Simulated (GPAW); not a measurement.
NbAs, 4 atoms in the cell. Symmetry: I4_1md, No. 109, tetragonal system. The conventional cell has a = 3.452 Å, b = 3.452 Å, c = 11.680 Å, α = 90.00°, β = 90.00°, γ = 90.00°. Around Nb (site symmetry 2mm) lie 6 As at 2.60 to 2.63 Å. Around As (site symmetry 2mm) lie 6 Nb at 2.60 to 2.63 Å. 

| Item | Value |
| --- | --- |
| Program | GPAW 26.7.0 |
| Task | band structure |
| Functional | LDA |
| Potentials or basis | the program's PAW data sets (release 1.2.1) made for this functional |
| Cutoff | 600 eV |
| Basis | pw |
| k mesh | 7 × 7 × 7 |
| Occupations | fermi-dirac, width 0.05 eV |
| Spin | no spin polarisation |
| Maxiter | 150 |
| Band path | GXYSGZS1NPY1Z,XP |
| Band points | 80 |

Potentials or basis: the program's PAW data sets (release 1.2.1) made for this functional, pw.

Run with:

```sh
$ OMP_NUM_THREADS=1 python run.py
```

Hardware: 1 thread of AMD EPYC 9R45 96-Core Processor (Zen 5), with other jobs on the host.

Problem. Estimate the wall time of this run.

Solution. Run time: 2.4 min on 1 thread of AMD EPYC 9R45 96-Core Processor (Zen 5) (shared host), peak memory 0.57 GiB. Counts: scf iterations 16, plane waves 2334, bands 34, k points 64.
